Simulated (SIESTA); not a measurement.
Crystal: CuO.

```xyz
4
Lattice="3.1755 0.0000 0.0000 0.0000 3.1755 0.0000 0.0000 0.0000 4.6495" Properties=species:S:1:pos:R:3 pbc="T T T"
Cu    0.0000    0.0000    0.0000
Cu    1.5877    1.5877    0.0000
O     1.5877    0.0000    1.2414
O     0.0000    1.5877    3.4081
```

The cell was built by a generator and needn't be a form met in nature.

| Item | Value |
| --- | --- |
| Program | SIESTA 5.4.2 |
| Task | single point |
| Functional | PBE |
| Potentials or basis | PseudoDojo 0.4 standard (PBE files) |
| Basis | DZP (energy shift 0.003 Ry; two zetas on semicore shells) |
| Grid cutoff | 800 Ry |
| Energy shift | 0.003 Ry |
| k mesh | 8 × 8 × 6 |
| Occupations | fermi-dirac, width 0.05 eV |
| Spin | no spin polarisation |

On this cell: pressure 19.0 GPa; largest force 0.528 eV/Å; band gap on the k mesh none (metal or under the smearing width).

The same run follows on a disturbed copy (atoms moved at random, drawn with an rms of 0.05 Å):

```xyz
4
Lattice="3.1755 0.0000 0.0000 0.0000 3.1755 0.0000 0.0000 0.0000 4.6495" Properties=species:S:1:pos:R:3 pbc="T T T"
Cu   -0.0062    0.0030   -0.0212
Cu    1.5866    1.6110    0.0083
O     1.6052   -0.0124    1.2444
O    -0.0069    1.5888    3.3708
```

Task: What changes?

Result: The energy (extrapolated to zero smearing) moves by +7.6 meV/atom; pressure 17.4 GPa; largest force 0.826 eV/Å; band gap on the k mesh none (metal or under the smearing width).

Forces on the atoms (eV/Å):
```
Cu   0.122  0.219 -0.247
Cu  -0.064 -0.367  0.065
O   -0.071  0.125 -0.643
O    0.011  0.025  0.825
```

Stress tensor (GPa, compression positive):
```
 31.30   0.03  -0.32
  0.03  31.27   0.40
 -0.32   0.40 -10.46
```

Caveats: short orbitals over semicore shells can move pressures by several GPa; the basis of atomic orbitals isn't converged, which shifts pressures, moduli and gaps; the run has no spin polarisation, though such a crystal can be magnetic; semilocal functionals often make such compounds metallic where correlation or magnetic order opens a gap, which also shifts bond lengths; so large a pressure means that the cell lies far from this level's equilibrium, or that cutoff or potentials fall short (some runs).
